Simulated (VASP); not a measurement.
# Gd (P6_3/mmc) in VASP: core levels with PBEsol+U

Aim: the core levels of Gd with PBEsol+U.

Everything below comes from runs of VASP 6.6.1. Logs are shortened: lines on timing, memory, paths and dates and some standing lists are left out, and cuts for length are marked.

### 1 Starting point

The structure is hexagonal, space group P6_3/mmc (No. 194). The conventional cell has a = 3.636 Å, b = 3.636 Å, c = 5.783 Å, α = 90.00°, β = 90.00°, γ = 120.00°. Gd (site symmetry -6m2) is surrounded by 12 Gd at 3.57 to 3.64 Å.

### 2 Core levels, PBEsol+U, collinear spin, ferromagnetic start

The input, INCAR:

```
SYSTEM = Gd
PREC = Accurate
ENCUT = 520
EDIFF = 1E-7
ISMEAR = -1
SIGMA = 0.05
LREAL = .FALSE.
LASPH = .TRUE.
NELM = 150
ALGO = Fast
ISIF = 2
LWAVE = .FALSE.
LCHARG = .FALSE.
ISPIN = 2
MAGMOM = 7 7
LORBIT = 11
LMAXMIX = 6
LDAU = .TRUE.
LDAUTYPE = 2
LDAUL = 3
LDAUU = 6
LDAUJ = 0
LDAUPRINT = 1
GGA = PS
ICORELEVEL = 1
```

The input, KPOINTS:

```
Automatic mesh
0
G
  10 10 6
  0 0 0
```

The input, POSCAR:

```
Gd
1.0
    3.6360000000      0.0000000000      0.0000000000
   -1.8180000000      3.1488683682      0.0000000000
    0.0000000000      0.0000000000      5.7826000000
Gd
2
Direct
    0.3333333333      0.6666666667      0.2500000000
    0.6666666667      0.3333333333      0.7500000000
```

Potentials or basis: VASP PAW PBE potentials, release 64 (Gd).

On the command line:

```
$ cat potpaw_PBE.64/Gd/POTCAR > POTCAR
$ mpirun -np 1 vasp_std > vasp.out
```

OUTCAR:

```text
SYSTEM = Gd
   PREC = Accurate
   ENCUT = 520
   EDIFF = 1E-7
   ISMEAR = -1
   LREAL = .FALSE.
   LASPH = .TRUE.
   NELM = 150
   ISIF = 2
   ISPIN = 2
   LORBIT = 11
   GGA = PS

 ion  position               nearest neighbor table
   1  0.333  0.667  0.250-
   2  0.667  0.333  0.750-

  LATTYP: Found a hexagonal cell.
 ALAT       =     3.6360000000
 C/A-ratio  =     1.5903740374

  Lattice vectors:

 A1 = (   3.6360000000,   0.0000000000,   0.0000000000)
 A2 = (  -1.8180000000,   3.1488683682,   0.0000000000)
 A3 = (   0.0000000000,   0.0000000000,   5.7826000000)

Analysis of symmetry for initial positions (statically):
=====================================================================
 Subroutine PRICEL returns:
 Original cell was already a primitive cell.

 Routine SETGRP: Setting up the symmetry group for a
 hexagonal supercell.

 Subroutine GETGRP returns: Found 24 space group operations
 (whereof 12 operations were pure point group operations)
 out of a pool of 24 trial point group operations.

The static configuration has the point symmetry D_3d.
 The point group associated with its full space group is D_6h.

Analysis of symmetry for dynamics (positions and initial velocities):
=====================================================================
 Subroutine PRICEL returns:
 Original cell was already a primitive cell.

 Routine SETGRP: Setting up the symmetry group for a
 hexagonal supercell.

 Subroutine GETGRP returns: Found 24 space group operations
 (whereof 12 operations were pure point group operations)
 out of a pool of 24 trial point group operations.

The dynamic configuration has the point symmetry D_3d.
 The point group associated with its full space group is D_6h.

Analysis of structural, dynamic, and magnetic symmetry:
=====================================================================
 Subroutine PRICEL returns:
 Original cell was already a primitive cell.

 Routine SETGRP: Setting up the symmetry group for a
 hexagonal supercell.

 Subroutine GETGRP returns: Found 24 space group operations
 (whereof 12 operations were pure point group operations)
 out of a pool of 24 trial point group operations.

The overall configuration has the point symmetry D_3d.
 The point group associated with its full space group is D_6h.

 Subroutine INISYM returns: Found 24 space group operations
 (whereof 12 operations are pure point group operations),
 and found     1 'primitive' translations

----------------------------------------------------------------------------------------

                                     Primitive cell

  volume of cell :      66.2066

[... 179 lines left out ...]
 -0.0000  0.9899 -0.0000  0.0000 -0.0000 -0.0000 -0.0000
  0.0000 -0.0000  0.9895 -0.0000  0.0000  0.0000  0.0000
  0.0000  0.0000 -0.0000  0.9905  0.0000  0.0000  0.0000
 -0.0000 -0.0000  0.0000  0.0000  0.9895 -0.0000  0.0000
 -0.0000 -0.0000  0.0000  0.0000 -0.0000  0.9899  0.0000
  0.0000 -0.0000  0.0000  0.0000  0.0000  0.0000  0.9895

spin component  2

  0.0007 -0.0000 -0.0000 -0.0000 -0.0000  0.0000  0.0000
 -0.0000  0.0010 -0.0000  0.0000  0.0000  0.0000 -0.0000
 -0.0000 -0.0000  0.0006 -0.0000  0.0000  0.0000  0.0000
 -0.0000  0.0000 -0.0000  0.0005  0.0000  0.0000  0.0000
 -0.0000  0.0000  0.0000  0.0000  0.0006 -0.0000  0.0000
  0.0000  0.0000  0.0000  0.0000 -0.0000  0.0010 -0.0000
  0.0000 -0.0000  0.0000  0.0000  0.0000 -0.0000  0.0005

 occupancies and eigenvectors

  o =  0.0005  v =  0.0000  0.0000  0.0000  0.0000  0.0000  0.0000  0.0000  0.0000 -0.0000  0.0000  1.0000 -0.0000 -0.0000 -0.0000      0.0000  0.0000  0.0000  0.0000  0.0000  0.0000  0.0000  0.0000  0.0000  0.0000  0.0000  0.0000  0.0000  0.0000
  o =  0.0005  v =  0.0000  0.0000  0.0000  0.0000  0.0000  0.0000  0.0000 -0.0000  0.0000 -0.0000  0.0000 -0.0000  0.0000  1.0000      0.0000  0.0000  0.0000  0.0000  0.0000  0.0000  0.0000  0.0000  0.0000  0.0000  0.0000  0.0000  0.0000  0.0000
  o =  0.0006  v =  0.0000  0.0000  0.0000  0.0000  0.0000  0.0000  0.0000 -0.0000  0.0000  0.0020 -0.0000 -1.0000 -0.0000 -0.0000      0.0000  0.0000  0.0000  0.0000  0.0000  0.0000  0.0000  0.0000  0.0000  0.0000  0.0000  0.0000  0.0000  0.0000
  o =  0.0006  v =  0.0000  0.0000  0.0000  0.0000  0.0000  0.0000  0.0000 -0.0000 -0.0000 -1.0000  0.0000 -0.0020  0.0000 -0.0000      0.0000  0.0000  0.0000  0.0000  0.0000  0.0000  0.0000  0.0000  0.0000  0.0000  0.0000  0.0000  0.0000  0.0000
  o =  0.0007  v =  0.0000  0.0000  0.0000  0.0000  0.0000  0.0000  0.0000  1.0000  0.0000 -0.0000 -0.0000 -0.0000 -0.0000  0.0000      0.0000  0.0000  0.0000  0.0000  0.0000  0.0000  0.0000  0.0000  0.0000  0.0000  0.0000  0.0000  0.0000  0.0000
  o =  0.0010  v =  0.0000  0.0000  0.0000  0.0000  0.0000  0.0000  0.0000  0.0000 -0.0174  0.0000  0.0000 -0.0000  0.9998 -0.0000      0.0000  0.0000  0.0000  0.0000  0.0000  0.0000  0.0000  0.0000  0.0000  0.0000  0.0000  0.0000  0.0000  0.0000
  o =  0.0010  v =  0.0000  0.0000  0.0000  0.0000  0.0000  0.0000  0.0000 -0.0000  0.9998 -0.0000  0.0000  0.0000  0.0174 -0.0000      0.0000  0.0000  0.0000  0.0000  0.0000  0.0000  0.0000  0.0000  0.0000  0.0000  0.0000  0.0000  0.0000  0.0000
  o =  0.9895  v =  0.0000 -0.0000  0.0000 -0.0000  0.0000 -0.0000 -1.0000  0.0000  0.0000  0.0000  0.0000  0.0000  0.0000  0.0000      0.0000  0.0000  0.0000  0.0000  0.0000  0.0000  0.0000  0.0000  0.0000  0.0000  0.0000  0.0000  0.0000  0.0000
  o =  0.9895  v =  0.0000 -0.0000 -0.0000 -0.0000  1.0000  0.0000  0.0000  0.0000  0.0000  0.0000  0.0000  0.0000  0.0000  0.0000      0.0000  0.0000  0.0000  0.0000  0.0000  0.0000  0.0000  0.0000  0.0000  0.0000  0.0000  0.0000  0.0000  0.0000
  o =  0.9895  v = -0.0000  0.0000  1.0000 -0.0000  0.0000 -0.0000  0.0000  0.0000  0.0000  0.0000  0.0000  0.0000  0.0000  0.0000      0.0000  0.0000  0.0000  0.0000  0.0000  0.0000  0.0000  0.0000  0.0000  0.0000  0.0000  0.0000  0.0000  0.0000
  o =  0.9899  v =  0.0000  0.1315 -0.0000 -0.0000 -0.0000  0.9913 -0.0000  0.0000  0.0000  0.0000  0.0000  0.0000  0.0000  0.0000      0.0000  0.0000  0.0000  0.0000  0.0000  0.0000  0.0000  0.0000  0.0000  0.0000  0.0000  0.0000  0.0000  0.0000
  o =  0.9899  v =  0.0000  0.9913 -0.0000  0.0000  0.0000 -0.1315 -0.0000  0.0000  0.0000  0.0000  0.0000  0.0000  0.0000  0.0000      0.0000  0.0000  0.0000  0.0000  0.0000  0.0000  0.0000  0.0000  0.0000  0.0000  0.0000  0.0000  0.0000  0.0000
  o =  0.9905  v =  0.0000 -0.0000 -0.0000 -1.0000 -0.0000 -0.0000  0.0000  0.0000  0.0000  0.0000  0.0000  0.0000  0.0000  0.0000      0.0000  0.0000  0.0000  0.0000  0.0000  0.0000  0.0000  0.0000  0.0000  0.0000  0.0000  0.0000  0.0000  0.0000
  o =  0.9905  v =  1.0000 -0.0000  0.0000  0.0000 -0.0000 -0.0000  0.0000  0.0000  0.0000  0.0000  0.0000  0.0000  0.0000  0.0000      0.0000  0.0000  0.0000  0.0000  0.0000  0.0000  0.0000  0.0000  0.0000  0.0000  0.0000  0.0000  0.0000  0.0000

 number of electron      36.0000005 magnetization      15.5185792

 Free energy of the ion-electron system (eV)
  ---------------------------------------------------
  ext. energy  EPLUGINS =         0.00000000
  ---------------------------------------------------
  free energy    TOTEN  =       -23.46399228 eV

  energy without entropy =      -23.45184702  energy(sigma->0) =      -23.45791965

 the core state eigenenergies are
   1-  1s -50078.7812  2s  -8260.4617  2p  -7348.6400  3s  -1824.1464  3p  -1541.8221
       3d  -1169.6478  4s   -359.8585  4p   -266.8235  4d   -138.2355
   2-  1s -50078.7812  2s  -8260.4617  2p  -7348.6400  3s  -1824.1464  3p  -1541.8221
       3d  -1169.6478  4s   -359.8585  4p   -266.8235  4d   -138.2355

 E-fermi :   2.8968     XC(G=0): -10.1132

 val. band max:        2.8966402604   @ k =   0.1000   0.0000   0.3333
 cond. band min:       2.9249248100   @ k =   0.3000   0.0000   0.1667
 fundamental gap:      0.0282845496
 Fermi energy:         2.8967599873

 spin component 1

 k-point     1 :       0.0000    0.0000    0.0000
  band No.  band energies     occupation
      1     -42.5921      1.00000
      2     -42.5234      1.00000
      3     -20.3056      1.00000
      4     -19.7002      1.00000
      5     -19.7002      1.00000
      6     -19.5944      1.00000
[... 275 lines left out ...]
     26       2.5249      0.99941
     27       3.7449      0.00000

 Fermi energy:         2.8967599873

 spin component 2

 k-point     1 :       0.0000    0.0000    0.0000
  band No.  band energies     occupation
      1     -39.3179      1.00000
      2     -39.2311      1.00000
      3     -18.0170      1.00000
      4     -17.2673      1.00000
      5     -17.2673      1.00000
      6     -17.1419      1.00000
[... 757 lines left out ...]
     28       6.3889      0.00000
     29       6.4321      0.00000

 [... further k-points ...]

------------------------ aborting loop because EDIFF is reached ----------------------------------------

  FORCE on cell =-STRESS in cart. coord.  units (eV):
  Direction    XX          YY          ZZ          XY          YZ          ZX
  --------------------------------------------------------------------------------------
  -------------------------------------------------------------------------------------
  Total       -0.4435840     -0.4435840     -0.3073064      0.0000000     -0.0000000      0.0000000
  in kB      -10.7345764    -10.7345764     -7.4367072      0.0000000     -0.0000000      0.0000000
  external PRESSURE =      -9.6352867 kB  Pullay stress =       0.0000000 kB

 VOLUME and BASIS-vectors are now :
 -----------------------------------------------------------------------------
  energy-cutoff  :      520.00
  volume of cell :       66.21
      direct lattice vectors                 reciprocal lattice vectors
     3.636000000  0.000000000  0.000000000     0.275027503  0.158787203  0.000000000
    -1.818000000  3.148868368  0.000000000     0.000000000  0.317574405  0.000000000
     0.000000000  0.000000000  5.782600000     0.000000000  0.000000000  0.172932591

 POSITION                                       TOTAL-FORCE (eV/Angst)
 -----------------------------------------------------------------------------------
     -0.00000      2.09925      1.44565        -0.000000      0.000000      0.000000
      1.81800      1.04962      4.33695         0.000000     -0.000000      0.000000
 -----------------------------------------------------------------------------------
    total drift:                                0.000000     -0.000000      0.000000

  FREE ENERGIE OF THE ION-ELECTRON SYSTEM (eV)
  ---------------------------------------------------
  free  energy   TOTEN  =       -23.4639922798 eV

  energy  without entropy=      -23.4518470186  energy(sigma->0) =      -23.45791965

 total charge

# of ion       s       p       d       f       tot
--------------------------------------------------
    1        2.074   5.553   0.599   6.929  15.155
    2        2.074   5.553   0.599   6.929  15.155
--------------------------------------------------
tot          4.147  11.106   1.199  13.857  30.310

 magnetization (x)

# of ion       s       p       d       f       tot
--------------------------------------------------
    1        0.004  -0.046   0.235   6.920   7.112
    2        0.004  -0.046   0.235   6.920   7.112
--------------------------------------------------
tot          0.008  -0.092   0.470  13.839  14.225
```

It took 14 min on 1 thread of Intel Xeon 6975P-C (Granite Rapids), shared host; peak memory 0.34 GiB.

Results:

```
Free energy                                           : -23.4640 eV
Pressure                                              : -1.0 GPa
Band gap on the k mesh                                : none (metal or under the smearing width)
Net moment                                            : 15.52 μB per cell
Site moments                                          : Gd +7.11 μB
Valence electrons inside the program's atomic spheres : Gd 15.15
```

Levels at points of the mesh, in eV from the Fermi level:
Spin up:
```tsv
k point	band 24	band 25	band 26	band 27	band 28	band 29
(0.00, 0.00, 0.00)	-2.59	0.95	1.19	1.19	1.36	1.81
(0.50, 0.00, 0.00)	-1.86	-1.41	-0.20	0.93	0.97	1.64
(0.00, 0.00, 0.50)	-3.68	0.36	0.36	1.11	1.11	1.11
(0.50, 0.00, 0.50)	-2.28	-0.57	-0.57	1.35	1.35	2.41
```
Spin down:
```csv
k point,band 8,band 9,band 10,band 11,band 12,band 13
"(0.00, 0.00, 0.00)",-20.03,-4.25,-1.54,1.80,2.22,2.22
"(0.50, 0.00, 0.00)",-20.13,-1.16,-0.95,-0.59,0.86,1.94
"(0.00, 0.00, 0.50)",-20.10,-2.70,-2.70,1.34,1.34,2.20
"(0.50, 0.00, 0.50)",-20.24,-1.40,-1.40,0.51,0.51,2.12
```

Eigenvalues of the final occupation matrices:
```tsv
site	spin	trace	eigenvalues
site 1 f	1	6.93	0.99 0.99 0.99 0.99 0.99 0.99 0.99
site 1 f	2	0.00	0.00 0.00 0.00 0.00 0.00 0.00 0.00
site 2 f	1	6.93	0.99 0.99 0.99 0.99 0.99 0.99 0.99
site 2 f	2	0.00	0.00 0.00 0.00 0.00 0.00 0.00 0.00
```

Core levels (eV, on the scale of the bands):
```tsv
atom	levels
1 Gd	1s -50078.8, 2s -8260.5, 2p -7348.6, 3s -1824.1, 3p -1541.8, 3d -1169.6, 4s -359.9, 4p -266.8, 4d -138.2
2 Gd	1s -50078.8, 2s -8260.5, 2p -7348.6, 3s -1824.1, 3p -1541.8, 3d -1169.6, 4s -359.9, 4p -266.8, 4d -138.2
```

Caveat: the PAW data sets were made with another functional, which shifts forces and pressure a little; spin-orbit coupling is left out, which moves the levels of the heavy elements. The state reached can hang on the start; a lower one may exist.
